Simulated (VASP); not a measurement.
Pb:

```
CELL_PARAMETERS angstrom
0.00000 2.47502 2.47502
2.47502 0.00000 2.47502
2.47502 2.47502 0.00000
ATOMIC_POSITIONS crystal
Pb 0.00000 0.00000 0.00000
```

* Program: VASP 6.6.1
* Task: relaxation of cell and atoms
* Functional: PBE
* Potentials or basis: VASP PAW PBE potentials, release 64 (Pb_d)
* Cutoff: 600 eV
* k mesh: 9 × 9 × 9
* Occupations: fermi-dirac, width 0.05 eV
* Spin: no spin polarisation

At the start: pressure 2.3 GPa; volume 30.32 Å³/atom.

Question: How do energy, volume and symmetry change on relaxing?

Answer: Over 3 steps the energy falls by 10.3 meV/atom and the volume is 31.85 Å³/atom (+5.0 %); space group Fm-3m (No. 225, to 0.05 Å).

Step by step:
| step | energy change (eV) | largest force (eV/Å) | pressure (GPa) | volume (Å³) |
| --- | --- | --- | --- | --- |
| 1 | 0.0000 | 0.0000 | 2.25 | 30.32 |
| 2 | -0.0097 | 0.0000 | -0.47 | 32.23 |
| 3 | -0.0103 | 0.0000 | 0.01 | 31.85 |

Final structure:
```cif
data_structure
_symmetry_space_group_name_H-M 'P 1'
_symmetry_Int_Tables_number 1
_cell_length_a 3.5580
_cell_length_b 3.5580
_cell_length_c 3.5580
_cell_angle_alpha 60.000
_cell_angle_beta 60.000
_cell_angle_gamma 60.000
_cell_volume 31.85
loop_
_atom_site_label
_atom_site_type_symbol
_atom_site_fract_x
_atom_site_fract_y
_atom_site_fract_z
_atom_site_occupancy
Pb1 Pb 0.00000 0.00000 0.00000 1
```

The cell as given is a measured one (30.32 Å³/atom); PBE puts the equilibrium volume +5.0 % from it, thermal expansion not counted.
